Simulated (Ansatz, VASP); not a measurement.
# Two plane-wave programs on AlN

```
Al N
1.0
     3.10670    0.00000    0.00000
    -1.55335    2.69048    0.00000
     0.00000    0.00000    4.97834
Al N
2 2
Direct
  0.33333 0.66667 0.00017
  0.66667 0.33333 0.50017
  0.33333 0.66667 0.38183
  0.66667 0.33333 0.88183
```

Alike in both runs: functional r2SCAN; k mesh 8 × 8 × 5; no spin polarisation.

Ansatz relaxed the structure, and its values are those at the end. VASP's run is a single point on that final structure, the one shown.

```csv
,VASP,Ansatz
version,VASP 6.6.1,Ansatz 0.2.0
potentials or method,"VASP PAW PBE potentials, release 64 (Al, N)","scalar-relativistic, plane waves, PAW"
plane-wave cutoff (eV),520,500
occupations,"gaussian, width 0.01 eV",fixed
valence electrons in the cell,16,16
```

```csv
,VASP,Ansatz,Ansatz less VASP
gap on the k mesh at the Fermi level (eV),4.92,4.88,-0.041
least direct gap on the mesh (eV),4.92,4.88,-0.041
pressure (GPa),-0.4,0.0,+0.39
```

Ansatz warned: «stress_scf_threshold_loose».

Caveats: the PAW data sets were made with another functional, which shifts forces and pressure a little (VASP). r2SCAN opens gaps a little over a GGA but as a rule still falls short of measured ones.
